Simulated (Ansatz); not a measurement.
One atom moved along a line in P

These are results of DFT PBEsol+D3(BJ), scalar-relativistic, plane waves, PAW in Ansatz, not measurements. The runs took a 420 eV cutoff, a Γ-centred 12×12×12 mesh and Gaussian smearing (0.15 eV). No spin polarisation. Energies are free energies at this smearing, counted from the undisturbed cell; pressure is positive in compression.

The undisturbed cell (relaxed at this level; this simple cubic form isn't the usual structure):

```xyz
8
Lattice="0.0000 -4.7810 0.0000 -4.7810 0.0000 0.0000 0.0000 0.0000 -4.7813" Properties=species:S:1:pos:R:3 pbc="T T T"
P    -2.3905   -2.3905   -2.3906
P    -2.3905   -2.3905    0.0000
P    -2.3905    0.0000   -2.3906
P    -2.3905    0.0000    0.0000
P     0.0000   -2.3905   -2.3906
P     0.0000   -2.3905    0.0000
P     0.0000    0.0000   -2.3906
P     0.0000    0.0000    0.0000
```

Atom 1 (P) is moved by x along the Cartesian unit vector (0.000, 1.000, 0.000); the cell and all other atoms stay fixed. The cell is metallic on the mesh throughout.

| x (Å) | ΔE (meV/cell) |
| --- | --- |
| -0.6000 | 2282.0 |
| -0.3000 | 285.5 |
| 0.0000 | 0.0 |
| 0.1500 | 54.0 |
| 0.4500 | 906.6 |

Question: Predict the force along x on the moved atoms (eV/Å) at each point.

Answer:
```
  x (Å) force along x on the moved atoms (eV/Å)
-0.6000                                    12.84
-0.3000                                     2.52
 0.0000                                     0.00
 0.1500                                    -0.80
 0.4500                                    -6.15
```

Cost: 5 runs of about 3.6 core-minutes in all, on Intel Xeon Platinum 8488C (Sapphire Rapids) (shared hosts).